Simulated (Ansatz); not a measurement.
All numbers below come from DFT PBE, scalar-relativistic, plane waves, PAW in Ansatz 0.2.0. All cells share a 420 eV cutoff and Γ-centred k meshes spaced about 0.3 Å⁻¹ or finer (0.25 for metals, 2π included). No spin polarisation.

Relaxed structures of HfC5, with energies over the first row. Coordination counts C atoms around Hf (those within 1.25 times the shortest such distance or 1.15 times the sum of covalent radii, 1.27 where that leaves under three; a plus sign parts nearer from farther groups).

```csv
#,form,sites,V (Å³/atom),coordination,ΔE (meV/atom)
1,P-62m,"Hf 1b; C 3f, 2c",9.6,Hf 6,0
2,P4/mmm,"Hf 1c; C 4m, 1a",13.6,Hf 4,292
```

A further structure, relaxed alike:

```
Hf C
1.0
     4.32543    0.00000    0.00000
     0.00000    4.79699    0.00000
     0.00000    0.00000    8.23816
Hf C
2 10
Cartesian
  0.0000 0.0000 4.1191
  2.1627 2.3985 4.1191
  1.4465 2.3985 0.0000
  0.7160 3.5985 0.0000
  1.4467 0.0000 0.0000
  0.7160 1.1985 0.0000
  2.8790 2.3985 0.0000
  3.6094 1.1985 0.0000
  2.8787 0.0000 0.0000
  3.6094 3.5985 0.0000
  2.1627 0.0000 4.1191
  0.0000 2.3985 4.1191
```

Q: Place it among the others.

A: It is the lowest, 98 meV/atom below row 1, with space group Pmmm (No. 47) and 14.2 Å³/atom. Counting C atoms around Hf, this cell has Hf 2+2 and row 1 has Hf 6. This cell and row 1 both hold C–C nets. Hf on its first site has 2 C at 2.16 Å and 2 C at 2.40 Å; Hf on its second site has 2 C at 2.16 Å and 2 C at 2.40 Å; C on a site of symmetry 2mm has 3 C at 1.40–1.43 Å; C on a site of symmetry m has 3 C at 1.40–1.43 Å; 3 more sites not described.

Even the lowest cell shown lies +0.22 eV/atom against the elements' standard structures at this level. No dispersion correction is applied, so the spacing and binding between layers, chains or molecules are poorly described (Pmmm, P4/mmm), and this can change margins and order among such cells. Spin–orbit coupling, which can matter for Hf, is left out. Cells relaxed within their symmetry can be saddle points. Some candidate types were left out of the draw beforehand, so a known form may be missing.
